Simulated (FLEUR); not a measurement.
Crystal: GaN.

```xyz
4
Lattice="3.1800 0.0000 0.0000 -1.5900 2.7540 0.0000 0.0000 0.0000 5.1660" Properties=species:S:1:pos:R:3 pbc="T T T"
Ga    1.5900    0.9180    2.5830
Ga    0.0000    1.8360    0.0000
N     1.5900    0.9180    4.5203
N     0.0000    1.8360    1.9373
```

Base run:

* Program: FLEUR MaX-R8.1 (later development tree)
* Functional: LDA
* Potentials or basis: all-electron
* Basis: FLAPW
* Kmax: 5.1 1/bohr
* k mesh: 10 × 10 × 5
* Occupations: fermi-dirac, width 0.05 eV
* Spin: no spin polarisation

Its results: band gap on the k mesh 1.98 eV, direct.

The run is repeated on the same cell with these changes: functional from LDA to r2SCAN. What comes out?

Band gap on the k mesh 2.41 eV, direct.

r2SCAN gives the wider gap, since meta-GGAs in the generalised Kohn-Sham scheme recover part of the derivative discontinuity.

Caveats: the meta-GGA is that of a development version, with a GGA for the radial functions and cores and without core tails (some runs).

Not every run made on this cell is shown here.
